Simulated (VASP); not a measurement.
Write the native input for VASP 6.6.1 that does the following.

- Task: single point
- Functional: PBE
- Dispersion: D3(BJ)
- Potentials or basis: VASP PAW PBE potentials, release 64 (O, C, H)
- Cutoff: 520 eV
- k mesh: 1 × 1 × 1
- Occupations: fermi-dirac, width 0.02 eV
- Spin: no spin polarisation
- Dipole correction: no
- Further INCAR settings: LREAL = Auto; ALGO = Fast; EDIFF = 1e-06; NBANDS = 71

The structure of H2C3O lies in POSCAR:

```
H2C3O
1.0
    8.6177390000      0.0000000000      0.0000000000
    0.0000000000      8.6177390000      0.0000000000
    0.0000000000      0.0000000000      8.6177390000
O C H
5 15 10
Direct
    0.6276008127      0.6677621590      0.5767173965
    0.5168409022      0.1241857058      0.7158490179
    0.2913873349      0.2547187841      0.3782546675
    0.7576697322      0.3456359029      0.0206550697
    0.5870681393      0.6675648914     -0.0427026161
    0.6570168811      0.5461177230      0.5267158822
    0.4794413013      0.2490444419      0.7079699211
    0.3264197256      0.3127502469      0.2610081368
    0.8250191843      0.3819331265      0.1263788564
    0.5239889488      0.7815971219     -0.0661774510
    0.1364859159      0.5647188897      0.4365298137
    0.1795018392      0.6965632169      0.4188105488
    0.9702312869      0.2307565824      0.6032556799
    0.8704487337      0.2615187116      0.5155180495
    0.1908505236      0.0759015793      0.9779131162
    0.1500625628      0.2094168784      0.9839355775
    0.1570481538      0.6306874692      0.9867901546
    0.1413015641      0.6362689796      0.8476933451
    0.6308035089      0.9376821461      0.3336838120
    0.5711474901      1.0091394042      0.2257900825
    0.2454820226      0.8033893809      0.4002790059
    0.0630559825      0.4677328937      0.4631609289
    0.8086111682      0.2860262999      0.4154221890
    1.0801208995      0.2057848352      0.6755832359
    0.1269010352      0.3274872910      0.9943907561
    0.2371155590     -0.0364480753      0.9477079777
    0.1547505674      0.6394368639      0.7230666884
    0.1841434279      0.6256397415      1.1149444187
    0.5680956455      1.0836601108      0.1307071379
    0.6443685519      0.8785018901      0.4428539783
```

The cell was built by a generator and needn't be a form met in nature.

These files were run (other wordings do the same):

INCAR

```
SYSTEM = H2C3O
PREC = Accurate ; ENCUT = 520
EDIFF = 1E-6 ; ISMEAR = -1
SIGMA = 0.02 ; LREAL = Auto
LASPH = .TRUE. ; NELM = 100
ALGO = Fast ; ISIF = 2
LWAVE = .FALSE. ; LCHARG = .FALSE.
GGA = PE ; IVDW = 12
NBANDS = 71
```

KPOINTS

```
Automatic mesh
0
G
  1 1 1
  0 0 0
```

Potentials or basis: VASP PAW PBE potentials, release 64 (O, C, H).

Run with:

```console
$ cat potpaw_PBE.64/O/POTCAR potpaw_PBE.64/C/POTCAR potpaw_PBE.64/H/POTCAR > POTCAR
$ mpirun -np 1 vasp_gam > vasp.out
```

Results of the run:

- Pressure: 0.3 GPa
- Largest force: 6.386 eV/Å
- Band gap on the k mesh: 4.44 eV, direct
- Dispersion energy per atom: -0.043 eV

Caveat: the standard files for N, O and F lose accuracy on very short bonds.

It took 44 s on 1 thread of Intel(R) Xeon(R) 6975P-C (Granite Rapids) (shared host), peak memory 0.55 GiB.
